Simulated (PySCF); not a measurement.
# Atomic charges against the basis set

Compound: ethylene glycol, C2H6O2.
Bonds: O1–C2, C2–C3, C3–O4. Hydrogens: H5 on O1; H6, H7 on C2; H8, H9 on C3; H10 on O4.

PBE0 throughout (PySCF), one geometry, spherical d and f functions. Isolated species at its PBE0-D3(BJ)/def2-SVP geometry (one conformer only). Atoms taken as equivalent share a column and are averaged.

Mulliken charges (e):

```json
{"basis": "STO-3G", "functions": "26", "O1/O4": "-0.296", "C2/C3": "-0.056", "H5/H10": "+0.207", "H6/H7/H8/H9": "+0.072"}
{"basis": "6-31G", "functions": "48", "O1/O4": "-0.629", "C2/C3": "-0.091", "H5/H10": "+0.389", "H6/H7/H8/H9": "+0.166"}
{"basis": "pcSseg-0", "functions": "48", "O1/O4": "-0.684", "C2/C3": "-0.142", "H5/H10": "+0.378", "H6/H7/H8/H9": "+0.224"}
{"basis": "6-31G*", "functions": "68", "O1/O4": "-0.657", "C2/C3": "-0.086", "H5/H10": "+0.427", "H6/H7/H8/H9": "+0.158"}
{"basis": "def2-SVP", "functions": "86", "O1/O4": "-0.344", "C2/C3": "+0.111", "H5/H10": "+0.176", "H6/H7/H8/H9": "+0.028"}
{"basis": "cc-pVDZ", "functions": "86", "O1/O4": "-0.284", "C2/C3": "+0.075", "H5/H10": "+0.149", "H6/H7/H8/H9": "+0.030"}
{"basis": "pcSseg-1", "functions": "98", "O1/O4": "-0.460", "C2/C3": "+0.015", "H5/H10": "+0.234", "H6/H7/H8/H9": "+0.106"}
{"basis": "6-311+G(2d,p)", "functions": "144", "O1/O4": "-0.425", "C2/C3": "-0.116", "H5/H10": "+0.282", "H6/H7/H8/H9": "+0.130"}
{"basis": "aug-cc-pVDZ", "functions": "146", "O1/O4": "-0.533", "C2/C3": "+0.835", "H5/H10": "+0.137", "H6/H7/H8/H9": "-0.219"}
{"basis": "def2-TZVP", "functions": "160", "O1/O4": "-0.462", "C2/C3": "-0.043", "H5/H10": "+0.316", "H6/H7/H8/H9": "+0.095"}
{"basis": "IGLO-III", "functions": "200", "O1/O4": "-0.439", "C2/C3": "-0.072", "H5/H10": "+0.294", "H6/H7/H8/H9": "+0.109"}
{"basis": "cc-pVTZ", "functions": "204", "O1/O4": "-0.347", "C2/C3": "+0.019", "H5/H10": "+0.210", "H6/H7/H8/H9": "+0.059"}
```

IAO charges (e):

```
        basis  functions   O1/O4   C2/C3  H5/H10  H6/H7/H8/H9
       STO-3G         26  -0.345  -0.146  +0.248       +0.122
        6-31G         48  -0.536  -0.089  +0.352       +0.137
     pcSseg-0         48  -0.517  -0.087  +0.339       +0.133
       6-31G*         68  -0.542  -0.054  +0.350       +0.123
     def2-SVP         86  -0.540  -0.048  +0.349       +0.120
      cc-pVDZ         86  -0.543  -0.052  +0.352       +0.122
     pcSseg-1         98  -0.551  -0.053  +0.354       +0.125
6-311+G(2d,p)        144  -0.570  -0.057  +0.366       +0.131
  aug-cc-pVDZ        146  -0.569  -0.056  +0.365       +0.130
    def2-TZVP        160  -0.566  -0.055  +0.363       +0.129
     IGLO-III        200  -0.570  -0.057  +0.366       +0.130
      cc-pVTZ        204  -0.563  -0.056  +0.363       +0.128
```

Hirshfeld charges (e):

```csv
basis,functions,O1/O4,C2/C3,H5/H10,H6/H7/H8/H9
STO-3G,26,-0.193,+0.049,+0.126,+0.009
6-31G,48,-0.243,+0.010,+0.162,+0.035
pcSseg-0,48,-0.237,+0.008,+0.162,+0.034
6-31G*,68,-0.233,+0.006,+0.161,+0.033
def2-SVP,86,-0.224,-0.005,+0.161,+0.034
cc-pVDZ,86,-0.218,-0.006,+0.159,+0.032
pcSseg-1,98,-0.228,-0.006,+0.159,+0.037
"6-311+G(2d,p)",144,-0.227,-0.011,+0.157,+0.040
aug-cc-pVDZ,146,-0.224,-0.015,+0.156,+0.041
def2-TZVP,160,-0.226,-0.012,+0.160,+0.039
IGLO-III,200,-0.225,-0.015,+0.158,+0.041
cc-pVTZ,204,-0.223,-0.012,+0.159,+0.038
```

ESP-fitted charges (e):

| basis | functions | O1/O4 | C2/C3 | H5/H10 | H6/H7/H8/H9 |
| --- | --- | --- | --- | --- | --- |
| STO-3G | 26 | -0.435 | +0.072 | +0.301 | +0.031 |
| 6-31G | 48 | -0.699 | +0.185 | +0.457 | +0.029 |
| pcSseg-0 | 48 | -0.697 | +0.213 | +0.441 | +0.022 |
| 6-31G* | 68 | -0.588 | +0.117 | +0.402 | +0.034 |
| def2-SVP | 86 | -0.579 | +0.152 | +0.387 | +0.020 |
| cc-pVDZ | 86 | -0.552 | +0.129 | +0.375 | +0.024 |
| pcSseg-1 | 98 | -0.611 | +0.162 | +0.400 | +0.025 |
| 6-311+G(2d,p) | 144 | -0.600 | +0.112 | +0.402 | +0.043 |
| aug-cc-pVDZ | 146 | -0.578 | +0.112 | +0.386 | +0.040 |
| def2-TZVP | 160 | -0.584 | +0.113 | +0.396 | +0.038 |
| IGLO-III | 200 | -0.578 | +0.104 | +0.389 | +0.043 |
| cc-pVTZ | 204 | -0.561 | +0.105 | +0.382 | +0.037 |

Some averages cover members that differ in this geometry, most widely: C2/C3, ESP-fitted in aug-cc-pVDZ +0.026 to +0.198; C2/C3, ESP-fitted in IGLO-III +0.022 to +0.185; C2/C3, ESP-fitted in 6-311+G(2d,p) +0.039 to +0.184; C2/C3, ESP-fitted in cc-pVTZ +0.036 to +0.173 e.

Task: Which scheme is steadiest as the basis changes?

Result: Largest range over the bases for any column: Hirshfeld 0.06 e, IAO 0.23 e, ESP-fitted 0.26 e, Mulliken 0.98 e. Hirshfeld charges move least and Mulliken charges most, counted in e. Without the minimal STO-3G basis the ranges are Hirshfeld 0.03, IAO 0.05, ESP-fitted 0.15, Mulliken 0.98 e.

Task: How much do the charges still move between the two largest bases, IGLO-III and cc-pVTZ?

Result: At most, over all atoms: Mulliken 0.100 e, IAO 0.007 e, Hirshfeld 0.003 e, ESP-fitted 0.019 e.

Task: What do the same runs give for the total energy, the frontier levels and the dipole moment?

Result: 
| basis | energy (Eh) | HOMO (eV) | LUMO (eV) | μ (D) |
| --- | --- | --- | --- | --- |
| STO-3G | -226.9493 | -3.89 | 8.63 | 2.15 |
| 6-31G | -229.9088 | -7.31 | 1.85 | 3.15 |
| pcSseg-0 | -229.4273 | -7.27 | 1.60 | 3.19 |
| 6-31G* | -229.9800 | -7.31 | 2.12 | 2.64 |
| def2-SVP | -229.8241 | -7.42 | 1.49 | 2.59 |
| cc-pVDZ | -230.0074 | -7.34 | 1.60 | 2.46 |
| pcSseg-1 | -229.9736 | -7.61 | 1.14 | 2.67 |
| 6-311+G(2d,p) | -230.0760 | -7.77 | 0.05 | 2.64 |
| aug-cc-pVDZ | -230.0367 | -7.75 | -0.27 | 2.55 |
| def2-TZVP | -230.0935 | -7.70 | 0.80 | 2.58 |
| IGLO-III | -230.1017 | -7.75 | 0.38 | 2.56 |
| cc-pVTZ | -230.0859 | -7.62 | 0.93 | 2.50 |

The dipole is fixed by the density alone, so its range of 1.04 D shows that the density itself changes with the basis, not only its division among atoms.
